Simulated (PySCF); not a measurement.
Geometries of 4 isomers of C4H10O, from PBE0-D3(BJ)/def2-SVP geometry optimisation, gas phase (PySCF). One conformer each, no zero-point energy, no frequencies.

Task: Which is lowest in electronic energy at this level?
A.
```xyz
15
angstrom
C     -1.976   -0.930   -0.753
C     -0.468   -0.767   -0.834
C      0.077    0.184    0.209
O      1.462    0.281    0.068
C      2.056    1.139    0.987
H     -2.345   -1.625   -1.522
H     -2.495    0.031   -0.900
H     -2.288   -1.326    0.227
H     -0.171   -0.394   -1.828
H      0.034   -1.740   -0.707
H     -0.189   -0.174    1.228
H     -0.398    1.184    0.098
H      3.139    1.146    0.798
H      1.886    0.813    2.034
H      1.677    2.178    0.894
```
B.
```xyz
15
angstrom
C      0.251    1.423   -0.398
C      0.158   -0.097   -0.402
C      1.453   -0.749    0.063
C     -1.015   -0.578    0.438
O     -2.205   -0.049   -0.084
H      1.038    1.776   -1.083
H      0.494    1.797    0.611
H     -0.704    1.870   -0.705
H     -0.049   -0.426   -1.437
H      2.300   -0.438   -0.567
H      1.394   -1.848    0.026
H      1.691   -0.460    1.101
H     -0.852   -0.260    1.491
H     -1.029   -1.687    0.437
H     -2.926   -0.275    0.509
```
C.
```xyz
15
angstrom
C      1.931    0.580   -0.285
O      0.963   -0.412   -0.400
C     -0.230   -0.179    0.315
C     -0.944   -1.512    0.411
C     -1.092    0.888   -0.345
H      2.830    0.233   -0.814
H      2.204    0.772    0.773
H      1.624    1.544   -0.734
H      0.030    0.161    1.341
H     -1.185   -1.882   -0.598
H     -1.879   -1.420    0.982
H     -0.300   -2.256    0.901
H     -0.573    1.857   -0.405
H     -1.359    0.578   -1.367
H     -2.020    1.046    0.224
```
D.
```xyz
15
angstrom
C      0.166   -1.362   -0.451
C     -0.090   -0.018    0.228
C     -0.890    0.906   -0.688
C      1.222    0.636    0.636
O     -0.799   -0.222    1.440
H      0.754   -1.247   -1.374
H      0.710   -2.032    0.231
H     -0.786   -1.849   -0.721
H     -1.098    1.857   -0.177
H     -0.349    1.120   -1.622
H     -1.854    0.445   -0.960
H      1.847    0.855   -0.243
H      1.783   -0.028    1.311
H      1.023    1.576    1.172
H     -1.639   -0.638    1.219
```

Result: D. That is `CC(C)(C)O`, 5.2 kcal/mol below the next.

```
   SMILES               atoms numbered as above      E (Eh)  relative (kcal/mol)  relative (kJ/mol)  dipole (D)
CC(C)(C)O  [CH3:1][C:2]([CH3:3])([CH3:4])[OH:5]  -233.23647                  0.0                0.0        1.49
  CC(C)CO   [CH3:1][CH:2]([CH3:3])[CH2:4][OH:5]  -233.22811                  5.2               21.9        1.43
  COC(C)C    [CH3:1][O:2][CH:3]([CH3:4])[CH3:5]  -233.21774                 11.8               49.2        1.18
    CCCOC     [CH3:1][CH2:2][CH2:3][O:4][CH3:5]  -233.21404                 14.1               58.9        1.07
```

As drawn, the lowest has an O–H bond, which the highest lacks.
